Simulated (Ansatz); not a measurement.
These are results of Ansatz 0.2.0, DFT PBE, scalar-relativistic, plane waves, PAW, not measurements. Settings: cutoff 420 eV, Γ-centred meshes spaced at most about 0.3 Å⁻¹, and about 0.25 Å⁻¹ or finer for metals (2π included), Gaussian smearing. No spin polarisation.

These are static total energies at zero pressure.

Two relaxed structures of Bi2Te3:

A.

```
Bi Te
1.0
     2.22327    1.28361   10.72289
    -2.22327    1.28361   10.72289
     0.00000   -2.56722   10.72289
Bi Te
2 3
Cartesian
  0.0000 0.0000 12.7777
  0.0000 0.0000 19.3910
  0.0000 0.0000 0.0000
  0.0000 0.0000 6.9495
  0.0000 0.0000 25.2192
```

B.

```
Bi Te
1.0
    -2.15219    2.15219    8.76474
     2.15219   -2.15219    8.76474
     2.15219    2.15219   -8.76474
Bi Te
2 3
Cartesian
  0.0000 0.0000 2.1874
  0.0000 0.0000 15.3420
  0.0000 0.0000 5.5642
  0.0000 0.0000 11.9653
  0.0000 0.0000 8.7647
```

Problem. Which is lower in energy, and by how much?

Solution. A is lower, by 0.33 eV/atom. A has the tetradymite type, space group R-3m (No. 166), 36.7 Å³/atom and a gap of 0.55 eV on its mesh; B has space group I4/mmm (No. 139), 32.5 Å³/atom and no gap. Counting Te atoms around Bi (those within 1.25 times the shortest such distance or 1.15 times the sum of covalent radii, 1.27 where that leaves under three; a plus sign parts nearer from farther groups), A has Bi 6 and B has Bi 5+4. Origin: A, reached from a cell as deposited in COD, among other starts; B, invented.

Weakly bound directions are ill-defined at this level, which has no dispersion term (R-3m), and this can change margins and order among such cells. These runs have no spin–orbit coupling, which can matter for Bi and Te. Kohn–Sham gaps at this level usually fall short of measured ones. The missing spin–orbit coupling can work the other way here. Cells relaxed within their symmetry can be saddle points.
